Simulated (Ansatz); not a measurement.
Rocksalt BaS, relaxed with r2SCAN in the plane-wave code Ansatz. It is cubic, Fm-3m (No. 225); conventional cell a = 6.424 Å, 33.13 Å³ an atom. Ba has 6 S at 3.21 Å; S has 6 Ba at 3.21 Å.

The axes x, y and z are those of this cell:
```xyz
2
Lattice="0.0000 3.2118 3.2118 3.2118 0.0000 3.2118 3.2118 3.2118 0.0000" Properties=species:S:1:pos:R:3 pbc="T T T"
Ba    0.0000    0.0000    0.0000
S     3.2118    3.2118    3.2118
```

Unstrained: With PBE the valence top lies at Γ and the conduction bottom at X, 2.230 eV higher; the smallest vertical gap, at X, is 2.345 eV. With r2SCAN the valence top lies at Γ and the conduction bottom at X, 2.578 eV higher; the smallest vertical gap, at X, is 2.692 eV. HSE06 gives an indirect gap of 3.138 eV, from Γ to X; the least direct gap is 3.277 eV at X. Meshes: PBE 8×8×8, r2SCAN 8×8×8, HSE06 6×6×6. Strains are changes of length per length. After each strain the atoms were relaxed again with r2SCAN in this cell and within any symmetry left, so distortions that break it or need a larger cell weren't tested; points keep the names that they have in the unstrained zone. No spin polarisation and no zero-point or thermal motion.

Problem. Apply uniaxial -2.0 % along z, other directions held. How far does the gap move, against the unstrained cell?

Solution. PBE: the gap goes from 2.230 to 2.148 eV (-0.082 eV); with r2SCAN the top three valence levels at Γ, degenerate before, become 1+2 from the top over 69 meV. r2SCAN: the gap goes from 2.578 to 2.489 eV (-0.089 eV); the X points, equivalent before, split by 20 meV, and the conduction bottom lies at those like (1/2, 1/2, 0). HSE06: the gap goes from 3.138 to 3.056 eV (-0.082 eV); the X points, equivalent before, split by 17 meV, and the conduction bottom lies at those like (1/2, 1/2, 0). The r2SCAN energy rises by 4.6 meV an atom.

Problem. Apply epitaxial -2.0 % in the plane normal to [111], free normal strain +1.83 %. How far does the gap move, against the unstrained cell?

Solution. PBE: the gap goes from 2.230 to 2.159 eV (-0.071 eV); with r2SCAN the top three valence levels at Γ, degenerate before, become 2+1 from the top over 96 meV. r2SCAN: the gap goes from 2.578 to 2.505 eV (-0.073 eV). HSE06: the gap goes from 3.138 to 3.064 eV (-0.074 eV). The r2SCAN energy rises by 6.4 meV an atom.

Problem. For epitaxial +3.0 % in the xy plane, how far does the free direction move, and what happens to the gap?

Solution. The normal strain at zero normal stress is -1.01 %, 0.34 of the in-plane strain with the sign turned. PBE: the gap goes from 2.230 to 2.204 eV (-0.026 eV); the X points, equivalent before, split by 31 meV, and the conduction bottom lies at those like (1/2, 1/2, 0); with r2SCAN the top three valence levels at Γ, degenerate before, become 1+2 from the top over 106 meV. r2SCAN: the gap goes from 2.578 to 2.541 eV (-0.037 eV); the X points, equivalent before, split by 42 meV, and the conduction bottom lies at those like (1/2, 1/2, 0). HSE06: the gap goes from 3.138 to 3.114 eV (-0.024 eV); the X points, equivalent before, split by 35 meV, and the conduction bottom lies at those like (1/2, 1/2, 0).

Problem. One strain changed the r2SCAN stress by xx -2.32, yy -2.32, zz -0.02 GPa (compression positive) and the gap by -0.021 eV (PBE), -0.031 eV (r2SCAN), -0.019 eV (HSE06). Which kind of strain was it, and roughly how large?

Solution. Epitaxial +2.5 % in the xy plane, free normal strain -0.84 %. The pattern of the stress gives the kind; the size needs the stiffness, so it is an estimate.

Problem. Apply uniaxial +4.0 % along x, other directions held. How far does the gap move, against the unstrained cell?

Solution. PBE: the gap goes from 2.230 to 2.246 eV (+0.016 eV); with r2SCAN the top three valence levels at Γ, degenerate before, become 2+1 from the top over 92 meV. r2SCAN: the gap goes from 2.578 to 2.588 eV (+0.010 eV). HSE06: the gap goes from 3.138 to 3.154 eV (+0.016 eV). The r2SCAN energy rises by 13.5 meV an atom.

Spin-orbit coupling is left out.

The meshes of the hybrids are coarse, so their gaps aren't converged to the digits shown.

The splittings at Γ are without spin-orbit coupling, which regroups them where it is of like size.
